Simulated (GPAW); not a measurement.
# CdSe (F-43m) in GPAW: further runs

Aim: see how the results for CdSe move with the level of theory and the settings. Levels: PBE, PBEsol. Tasks: equation of state.

All numbers are computed with GPAW 26.7.0; they aren't measurements. Logs are shortened: lines on timing, memory, paths and dates and some standing lists are left out, and cuts for length are marked. The log counts tension as positive stress, the text compression.

## Step 1: The structure

The structure is cubic, space group F-43m (No. 216). Conventional cell: a = 6.141 Å, b = 6.141 Å, c = 6.141 Å, α = 90.00°, β = 90.00°, γ = 90.00°. Cd (site symmetry -43m) has 4 Se at 2.66 Å as nearest neighbours. Se (site symmetry -43m) is surrounded by 4 Cd at 2.66 Å.

Measurements of this composition are mostly on another form, of space group No. 186.

## Step 2: Equation of state, PBE

Input file run.py:

```python
from ase.eos import EquationOfState
from ase.io import Trajectory, read
from ase.units import GPa
from gpaw import GPAW

atoms = read('POSCAR')

traj = Trajectory('eos.traj', 'w')
volumes, energies = [], []
for x in [0.94, 0.96, 0.98, 1.0, 1.02, 1.04, 1.06]:
    a = atoms.copy()
    a.set_cell(atoms.cell * x**(1 / 3), scale_atoms=True)
    calc = GPAW(mode='fd',
                h=0.16,
                xc='PBE',
                kpts={'size': (6, 6, 6), 'gamma': True},
                occupations={'name': 'fermi-dirac', 'width': 0.05},
                nbands=18,
                convergence={'density': 1e-05, 'energy': 1e-05},
                maxiter=150,
                txt=f'eos-{x:.2f}.txt')
    a.calc = calc
    energies.append(a.get_potential_energy(force_consistent=True))
    volumes.append(a.get_volume())
    calc.write(f'eos-{x:.2f}.gpw')
    traj.write(a)
    print(f'{x:.2f} {volumes[-1]:10.4f} A^3 {energies[-1]:14.6f} eV', flush=True)

v0, e0, B = EquationOfState(volumes, energies, eos='birchmurnaghan').fit()
print(f'V0 = {v0:.4f} A^3, E0 = {e0:.6f} eV, B0 = {B / GPa:.2f} GPa')
```

Input file POSCAR:

```
CdSe
1.0
    0.0000000000      3.0702711986      3.0702711986
    3.0702711986      0.0000000000      3.0702711986
    3.0702711986      3.0702711986      0.0000000000
Cd Se
1 1
Direct
    0.0000000000      0.0000000000      0.0000000000
    0.2500000000      0.2500000000      0.2500000000
```

Potentials or basis: GPAW PAW data sets (gpaw-data 1.2.1), fd.

Command:

```
OMP_NUM_THREADS=1 python run.py
```

The program printed:

```text
__  _  _
 | _ |_)|_||  |
 |__||  | ||/\| - 26.7.0

Input parameters:
  mode=FD(),
  convergence={'density': 1e-05, 'energy': 1e-05},
  h=0.16,
  kpts=MonkhorstPack(size=(6, 6, 6), gamma=True),
  maxiter=150,
  nbands=18,
  occupations=Occupations(name='fermi-dirac', width=0.05),
  xc=XC(name='PBE')

Diagonalizing LCAO Hamiltonian
Converting LCAO to fd mode

            Se

       Cd

Atoms  # Å, Bohr magnetons
|   | symbol |        x |        y |        z |    initial magnetic moments |
|---|--------|----------|----------|----------|-----------------------------|
| 0 |     Cd | 0.000000 | 0.000000 | 0.000000 | ( 0.0000,  0.0000,  0.0000) |
| 1 |     Se | 1.514388 | 1.514388 | 1.514388 | ( 0.0000,  0.0000,  0.0000) |

Unit cell  # Å
| periodic |        x |        y |        z |  lengths |    angles |
|----------|----------|----------|----------|----------|-----------|
|      yes | 0.000000 | 3.028776 | 3.028776 | 4.283336 | 60.000000 |
|      yes | 3.028776 | 0.000000 | 3.028776 | 4.283336 | 60.000000 |
|      yes | 3.028776 | 3.028776 | 0.000000 | 4.283336 | 60.000000 |

Number of symmetries: 24
Symmetry operations  # r_c * U_cc + t_c -> r_c
|    | kind |            matrix            |
|----|------|------------------------------|
|  0 |  E   |  1, 0, 0,  0, 1, 0,  0, 0, 1 |
|  1 |  σ   |  1, 0, 0,  0, 0, 1,  0, 1, 0 |
|  2 |  σ   |  1, 0,-1,  0, 1,-1,  0, 0,-1 |
|  3 |  C3  |  1, 0,-1,  0, 0,-1,  0, 1,-1 |
|  4 |  C3  |  1,-1, 0,  0,-1, 1,  0,-1, 0 |
|  5 |  σ   |  1,-1, 0,  0,-1, 0,  0,-1, 1 |
|  6 |  σ   |  0, 1, 0,  1, 0, 0,  0, 0, 1 |
|  7 |  C3  |  0, 1, 0,  0, 0, 1,  1, 0, 0 |
|  8 |  C2  |  0, 1,-1,  1, 0,-1,  0, 0,-1 |
|  9 |  S4  |  0, 1,-1,  0, 0,-1,  1, 0,-1 |
| 10 |  C3  |  0, 0, 1,  1, 0, 0,  0, 1, 0 |
| 11 |  σ   |  0, 0, 1,  0, 1, 0,  1, 0, 0 |
| 12 |  S4  |  0, 0,-1,  1, 0,-1,  0, 1,-1 |
| 13 |  C3  |  0, 0,-1,  0, 1,-1,  1, 0,-1 |
| 14 |  S4  |  0,-1, 1,  1,-1, 0,  0,-1, 0 |
| 15 |  C2  |  0,-1, 1,  0,-1, 0,  1,-1, 0 |
| 16 |  C3  |  0,-1, 0,  1,-1, 0,  0,-1, 1 |
| 17 |  S4  |  0,-1, 0,  0,-1, 1,  1,-1, 0 |
| 18 |  S4  | -1, 1, 0, -1, 0, 1, -1, 0, 0 |
| 19 |  C3  | -1, 1, 0, -1, 0, 0, -1, 0, 1 |
| 20 |  C3  | -1, 0, 1, -1, 1, 0, -1, 0, 0 |
| 21 |  S4  | -1, 0, 1, -1, 0, 0, -1, 1, 0 |
| 22 |  σ   | -1, 0, 0, -1, 1, 0, -1, 0, 1 |
| 23 |  C2  | -1, 0, 0, -1, 0, 1, -1, 1, 0 |

BZ-sampling:
  Number of BZ points: 216
  Number of IBZ points: 16

  Monkhorst-Pack size: [6, 6, 6]
  Monkhorst-Pack shift: [0.08333333333333333, 0.08333333333333333, 0.08333333333333333]

K-points  # in reciprocal-cell coordinates
|     |                                coordinates |     weight |
|-----|--------------------------------------------|------------|
|   0 | (  0.00000000,   0.00000000,   0.00000000) | 0.00462963 |
|   1 | (  0.16666667,   0.16666667,   0.00000000) | 0.02777778 |
|   2 | (  0.16666667,   0.16666667,   0.16666667) | 0.03703704 |
|   3 | (  0.33333333,   0.16666667,   0.16666667) | 0.05555556 |
|   4 | (  0.33333333,   0.33333333,  -0.33333333) | 0.05555556 |
|   5 | (  0.33333333,   0.33333333,   0.00000000) | 0.02777778 |
|   6 | (  0.33333333,   0.33333333,   0.16666667) | 0.11111111 |
|   7 | (  0.33333333,   0.33333333,   0.33333333) | 0.03703704 |
|   8 | (  0.50000000,   0.33333333,  -0.33333333) | 0.11111111 |
|   9 | (  0.50000000,   0.33333333,  -0.16666667) | 0.05555556 |
| ... |                                            |            |
|  15 | (  0.50000000,   0.50000000,   0.50000000) | 0.01851852 |

Uniform wave function grid shape: (np.int64(20), np.int64(20), np.int64(20))
Spin-components: 1 (collinear spins)
Bands:           18
Projectors:      11
Spin-degeneracy: 2
Datatype:        complex128

Parallelization:
  kpt:    1
  domain: 1
  band:   1

Density:
  Valence electrons: 18.0
  Components: 1
  Grid points: [20 20 20]
  Charge: 0.0  # |e|

Potential:
  Grid points: [20 20 20]

species:
  Cd:
    name:    Cadmium
    Z:       48.0
    valence: 12
    core:    36
    charge:  0.0  # [|e|]
    compensation charges:
      type: gauss
      rc: 0.38  # [Å]
      lmax: 2
    cutoffs:
      filter: 2.12  # [Å]
      core: 2.62  # [Å]
    projectors
    | kind |    occ | energy [eV] | rcut [Å] |
    |------|--------|-------------|----------|
    |   5s |  2.000 |      -5.655 |    1.191 |
    |   5p |  0.000 |      -1.186 |    1.228 |
    |   4d | 10.000 |     -11.739 |    1.164 |
    |    s |        |      21.556 |    1.191 |
    |    p |        |      26.026 |    1.228 |
    |    d |        |      15.473 |    1.164 |

    Using partial waves for Cd as LCAO basis

  Se:
    name:    Selenium
    Z:       34.0
    valence: 6
    core:    28
    charge:  0.0  # [|e|]
    compensation charges:
      type: gauss
      rc: 0.27  # [Å]
      lmax: 2
    cutoffs:
      filter: 1.77  # [Å]
      core: 2.67  # [Å]
    projectors
    | kind |    occ | energy [eV] | rcut [Å] |
    |------|--------|-------------|----------|
    |   4s |  2.000 |     -17.277 |    0.847 |
    |   4p |  4.000 |      -6.512 |    1.005 |
    |    s |        |       9.935 |    0.847 |
    |    p |        |      20.699 |    1.005 |
    |    d |        |       0.000 |    0.847 |

    Using partial waves for Se as LCAO basis

Reference energy: -218276.650467  # eV

eigensolver:
  PPCG
  Converge bands: occupied
  niter=2

density mixing:
  MSR1-Mixer
  Pratt-step length: 0.05
  Maximum mixing coefficient: 0.75
  Old densities: 10
  SVD Regularization: 0.005
  Good broyden scale: 1.0
  Trust region scale: 1.0
  Backstep threshold: 4.0
  History deletion threshold: 6.0
  Fourier metric: weight=20.0, sigma=0.015

occupation numbers:
  Fermi-Dirac:
    width: 0.0500  # eV

FastPoissonSolver using
    Stencil: 12*3+1=37 point O(h^6) finite-difference Laplacian
    FFT axes: [np.int64(0), np.int64(1), np.int64(2)]
    FST axes: []

xc functional:
  name: PBE with 2 nearest neighbor stencil
interpolation: tri-quintic # 5. degree polynomial

convergence criteria:
[... 6 lines left out ...]
|iter     | |      energy | eigst |  dens |
|---------|-|-------------|-------|-------|
|iter:   1| |   -6.019223 | +0.11 |       |
|iter:   2| |   -5.955869 | -1.46 | -1.18 |
|iter:   3| |   -5.684039 | -1.19 | -1.22 |
|iter:   4| |   -5.684066 | -2.50 | -1.85 |
|iter:   5| |   -5.684142c| -3.28 | -2.28 |
|iter:   6| |   -5.684239c| -4.30 | -2.88 |
|iter:   7| |   -5.684250c| -5.18 | -3.45 |
|iter:   8| |   -5.684250c| -6.02 | -4.28 |
|iter:   9| |   -5.684250c| -6.86 | -4.98 |
|iter:  10| |   -5.684250c| -7.60c| -5.39c|

Converged in 10 steps
Energy contributions relative to reference atoms: (reference = -218276.650467)

Energy contributions:
  Kinetic:          21.071888
  Coulomb:         -19.014768
  Zero:              0.143971
  External:          0.000000
  Xc:               -7.885329
  Entropy:          -0.000023
  Spinorbit:         0.000000
  ----------------------------
  Free energy:      -5.684261
  Extrapolated:     -5.684250

dipole moment: (-23.232862, -23.232862, -23.232862)  # |e|*Ang

Fermi level: 4.110
Eigenvalues  # (at kpt = [0.000, 0.000, 0.000])
| band index |      eig [eV] | occ [0-2] |
|------------|---------------|-----------|
|          0 |        -8.899 |     2.000 |
|          1 |        -4.172 |     2.000 |
|          2 |        -4.172 |     2.000 |
|          3 |        -4.170 |     2.000 |
|          4 |        -3.777 |     2.000 |
|          5 |        -3.777 |     2.000 |
|          6 |         3.766 |     1.998 |
|          7 |         3.767 |     1.998 |
|          8 |         3.767 |     1.998 |
|          9 |         4.394 |     0.007 |
|         10 |         9.675 |     0.000 |
|         11 |         9.676 |     0.000 |
|         12 |         9.676 |     0.000 |
|         13 |        13.613 |     0.000 |
|         14 |        14.919 |     0.000 |
|         15 |        14.919 |     0.000 |
|         16 |        15.859 |     0.000 |
|         17 |        15.859 |     0.000 |

Gap: 0.627 eV
Transition (v -> c):
  (s=0, k=0, n=8, [0.00, 0.00, 0.00]) -> (s=0, k=0, n=9, [0.00, 0.00, 0.00])
No difference between direct/indirect transitions
# Writing to eos-0.96.gpw (mode='')
```

Run time: 3.1 min. Hardware: 1 thread of Arm Neoverse V1, shared host; peak memory 0.57 GiB.

Results:

- Equilibrium volume: 29.55 Å³/atom (rough: see the caveat)
- Bulk modulus: 28 GPa (rough)

Energy against volume, from the lowest point:
```tsv
volume (Å³/atom)	energy (meV/atom)
27.206	24.11
27.784	8.96
28.363	8.57
28.942	2.49
29.521	0.00
30.100	0.81
30.679	4.65
```

Caveat: the energies scatter about the fit; the fit is doubtful: noisy points or a state that changes with volume.

## Step 3: Equation of state, PBEsol

Edit run.py of step 2 so:

```diff
@@ -1 +1,3 @@
+import spglib
+from ase import Atoms
 from ase.eos import EquationOfState
@@ -3,5 +5,10 @@
 from ase.units import GPa
-from gpaw import GPAW
+from gpaw import GPAW, PW, setup_paths
 
-atoms = read('POSCAR')
+setup_paths.insert(0, '.')
+
+atoms = read('CdSe.cif')
+cell, positions, numbers = spglib.find_primitive(
+    (atoms.cell[:], atoms.get_scaled_positions(), atoms.numbers), symprec=1e-4)
+atoms = Atoms(numbers, cell=cell, scaled_positions=positions, pbc=True)
 
@@ -12,5 +19,4 @@
     a.set_cell(atoms.cell * x**(1 / 3), scale_atoms=True)
-    calc = GPAW(mode='fd',
-                h=0.16,
-                xc='PBE',
+    calc = GPAW(mode=PW(600),
+                xc='PBEsol',
                 kpts={'size': (6, 6, 6), 'gamma': True},
@@ -24,5 +30,6 @@
     volumes.append(a.get_volume())
+    p = -a.get_stress()[:3].mean() / GPa
     calc.write(f'eos-{x:.2f}.gpw')
     traj.write(a)
-    print(f'{x:.2f} {volumes[-1]:10.4f} A^3 {energies[-1]:14.6f} eV', flush=True)
+    print(f'{x:.2f} {volumes[-1]:10.4f} A^3 {energies[-1]:14.6f} eV {p:9.3f} GPa', flush=True)
```

Input file CdSe.cif:

```cif
data_CdSe
_cell_length_a 6.14054240
_cell_length_b 6.14054240
_cell_length_c 6.14054240
_cell_angle_alpha 90.00000000
_cell_angle_beta 90.00000000
_cell_angle_gamma 90.00000000
_space_group_name_H-M_alt 'F-43m'
_space_group_name_Hall 'F -4 2 3'
_space_group_IT_number 216
loop_
_space_group_symop_operation_xyz
'x,y,z'
'y,-x,-z'
'-x,-y,z'
'-y,x,-z'
'x,-y,-z'
'y,x,z'
'-x,y,-z'
'-y,-x,z'
'z,x,y'
'-z,y,-x'
'z,-x,-y'
'-z,-y,x'
'-z,x,-y'
'z,y,x'
'-z,-x,y'
'z,-y,-x'
'y,z,x'
'-x,-z,y'
'-y,z,-x'
'x,-z,-y'
'-y,-z,x'
'x,z,y'
'y,-z,-x'
'-x,z,-y'
'x,y+1/2,z+1/2'
'y,-x+1/2,-z+1/2'
'-x,-y+1/2,z+1/2'
'-y,x+1/2,-z+1/2'
'x,-y+1/2,-z+1/2'
'y,x+1/2,z+1/2'
'-x,y+1/2,-z+1/2'
'-y,-x+1/2,z+1/2'
'z,x+1/2,y+1/2'
'-z,y+1/2,-x+1/2'
'z,-x+1/2,-y+1/2'
'-z,-y+1/2,x+1/2'
'-z,x+1/2,-y+1/2'
'z,y+1/2,x+1/2'
'-z,-x+1/2,y+1/2'
'z,-y+1/2,-x+1/2'
'y,z+1/2,x+1/2'
'-x,-z+1/2,y+1/2'
'-y,z+1/2,-x+1/2'
'x,-z+1/2,-y+1/2'
'-y,-z+1/2,x+1/2'
'x,z+1/2,y+1/2'
'y,-z+1/2,-x+1/2'
'-x,z+1/2,-y+1/2'
'x+1/2,y,z+1/2'
'y+1/2,-x,-z+1/2'
'-x+1/2,-y,z+1/2'
'-y+1/2,x,-z+1/2'
'x+1/2,-y,-z+1/2'
'y+1/2,x,z+1/2'
'-x+1/2,y,-z+1/2'
'-y+1/2,-x,z+1/2'
'z+1/2,x,y+1/2'
'-z+1/2,y,-x+1/2'
'z+1/2,-x,-y+1/2'
'-z+1/2,-y,x+1/2'
'-z+1/2,x,-y+1/2'
'z+1/2,y,x+1/2'
'-z+1/2,-x,y+1/2'
'z+1/2,-y,-x+1/2'
'y+1/2,z,x+1/2'
'-x+1/2,-z,y+1/2'
'-y+1/2,z,-x+1/2'
'x+1/2,-z,-y+1/2'
'-y+1/2,-z,x+1/2'
'x+1/2,z,y+1/2'
'y+1/2,-z,-x+1/2'
'-x+1/2,z,-y+1/2'
'x+1/2,y+1/2,z'
'y+1/2,-x+1/2,-z'
'-x+1/2,-y+1/2,z'
'-y+1/2,x+1/2,-z'
'x+1/2,-y+1/2,-z'
'y+1/2,x+1/2,z'
'-x+1/2,y+1/2,-z'
'-y+1/2,-x+1/2,z'
'z+1/2,x+1/2,y'
'-z+1/2,y+1/2,-x'
'z+1/2,-x+1/2,-y'
'-z+1/2,-y+1/2,x'
'-z+1/2,x+1/2,-y'
'z+1/2,y+1/2,x'
'-z+1/2,-x+1/2,y'
'z+1/2,-y+1/2,-x'
'y+1/2,z+1/2,x'
'-x+1/2,-z+1/2,y'
'-y+1/2,z+1/2,-x'
'x+1/2,-z+1/2,-y'
'-y+1/2,-z+1/2,x'
'x+1/2,z+1/2,y'
'y+1/2,-z+1/2,-x'
'-x+1/2,z+1/2,-y'
loop_
_atom_site_label
_atom_site_type_symbol
_atom_site_symmetry_multiplicity
_atom_site_Wyckoff_symbol
_atom_site_fract_x
_atom_site_fract_y
_atom_site_fract_z
_atom_site_occupancy
Cd1 Cd 4 a 0.0000000000 0.0000000000 0.0000000000 1
Se1 Se 4 d 0.2500000000 0.2500000000 0.7500000000 1
```

Potentials or basis: PAW data sets generated in the run's folder for this functional, pw.

Command:

```
gpaw-setup -f PBEsol Cd Se
OMP_NUM_THREADS=1 python run.py
```

The program printed:

```text
__  _  _
 | _ |_)|_||  |
 |__||  | ||/\| - 26.7.0

Input parameters:
  mode=PW(ecut=600.0),
  convergence={'density': 1e-05, 'energy': 1e-05},
  kpts=MonkhorstPack(size=(6, 6, 6), gamma=True),
  maxiter=150,
  nbands=18,
  occupations=Occupations(name='fermi-dirac', width=0.05),
  xc=XC(name='PBEsol')

Diagonalizing LCAO Hamiltonian
Converting LCAO to pw mode

                     Se

       Cd

Atoms  # Å, Bohr magnetons
|   | symbol |        x |        y |        z |    initial magnetic moments |
|---|--------|----------|----------|----------|-----------------------------|
| 0 |     Cd | 0.000000 | 0.000000 | 0.000000 | ( 0.0000,  0.0000,  0.0000) |
| 1 |     Se | 4.543164 | 4.543164 | 4.543164 | ( 0.0000,  0.0000,  0.0000) |

Unit cell  # Å
| periodic |        x |        y |        z |  lengths |    angles |
|----------|----------|----------|----------|----------|-----------|
|      yes | 0.000000 | 3.028776 | 3.028776 | 4.283336 | 60.000000 |
|      yes | 3.028776 | 0.000000 | 3.028776 | 4.283336 | 60.000000 |
|      yes | 3.028776 | 3.028776 | 0.000000 | 4.283336 | 60.000000 |

Number of symmetries: 24
[... 170 lines left out ...]
|iter:   9| |   -6.372653c| -8.15c| -5.22c|

Converged in 9 steps
Energy contributions relative to reference atoms: (reference = -218160.641955)

Energy contributions:
  Kinetic:          17.852286
  Coulomb:         -16.161402
  Zero:              0.057577
  External:          0.000000
  Xc:               -8.121079
  Entropy:          -0.000070
  Spinorbit:         0.000000
  ----------------------------
  Free energy:      -6.372688
  Extrapolated:     -6.372653

dipole moment: (-16.663235, -16.663235, -16.663235)  # |e|*Ang

Fermi level: 3.915
Eigenvalues  # (at kpt = [0.000, 0.000, 0.000])
| band index |      eig [eV] | occ [0-2] |
|------------|---------------|-----------|
|          0 |        -9.060 |     2.000 |
|          1 |        -4.284 |     2.000 |
|          2 |        -4.284 |     2.000 |
|          3 |        -4.284 |     2.000 |
|          4 |        -3.887 |     2.000 |
|          5 |        -3.887 |     2.000 |
[... 10 lines left out ...]
|         16 |        15.581 |     0.000 |
|         17 |        15.581 |     0.000 |

Gap: 0.497 eV
Transition (v -> c):
  (s=0, k=0, n=8, [0.00, 0.00, 0.00]) -> (s=0, k=0, n=9, [0.00, 0.00, 0.00])
No difference between direct/indirect transitions

Stress tensor  # eV/Ang^3
|         x |         y |         z |
|-----------|-----------|-----------|
| -0.002920 |  0.000000 |  0.000000 |
|  0.000000 | -0.002920 |  0.000000 |
|  0.000000 |  0.000000 | -0.002920 |

# Writing to eos-0.96.gpw (mode='')
```

stdout:

```text
0.94    54.4112 A^3      -6.364894 eV     1.683 GPa
0.96    55.5689 A^3      -6.372688 eV     0.468 GPa
0.98    56.7265 A^3      -6.372178 eV    -0.613 GPa
1.00    57.8842 A^3      -6.364314 eV    -1.573 GPa
1.02    59.0419 A^3      -6.349896 eV    -2.425 GPa
1.04    60.1996 A^3      -6.329683 eV    -3.182 GPa
1.06    61.3573 A^3      -6.304195 eV    -3.854 GPa
V0 = 56.0689 A^3, E0 = -6.373420 eV, B0 = 52.65 GPa
```

eos-0.94.txt:

```text
SCF iterations
|iter     | |      energy | eigst |  dens |
|---------|-|-------------|-------|-------|
|iter:   1| |   -6.701728 | -0.54 |       |
|iter:   2| |   -6.630629 | -2.54 | -1.20 |
|iter:   3| |   -6.368903 | -1.69 | -1.24 |
|iter:   4| |   -6.365609 | -3.47 | -1.80 |
|iter:   5| |   -6.364862 | -3.93 | -2.26 |
|iter:   6| |   -6.364868 | -5.42 | -3.04 |
[... 43 lines left out ...]

Gap: 0.537 eV
Transition (v -> c):
  (s=0, k=0, n=8, [0.00, 0.00, 0.00]) -> (s=0, k=0, n=9, [0.00, 0.00, 0.00])
No difference between direct/indirect transitions

Stress tensor  # eV/Ang^3
|         x |         y |         z |
|-----------|-----------|-----------|
| -0.010507 | -0.000000 | -0.000000 |
| -0.000000 | -0.010507 |  0.000000 |
| -0.000000 |  0.000000 | -0.010507 |

# Writing to eos-0.94.gpw (mode='')
```

Wall time 72 s (1 thread of Arm Neoverse V1, shared host); peak memory 0.24 GiB.

What came out:

```
Equilibrium volume                      : 28.03 Å³/atom
Bulk modulus                            : 53 GPa
Pressure derivative of the bulk modulus : 4.6
```

Energy against volume, from the lowest point:
```csv
volume (Å³/atom),energy (meV/atom)
27.206,3.90
27.784,0.00
28.363,0.26
28.942,4.19
29.521,11.40
30.100,21.50
30.679,34.25
```
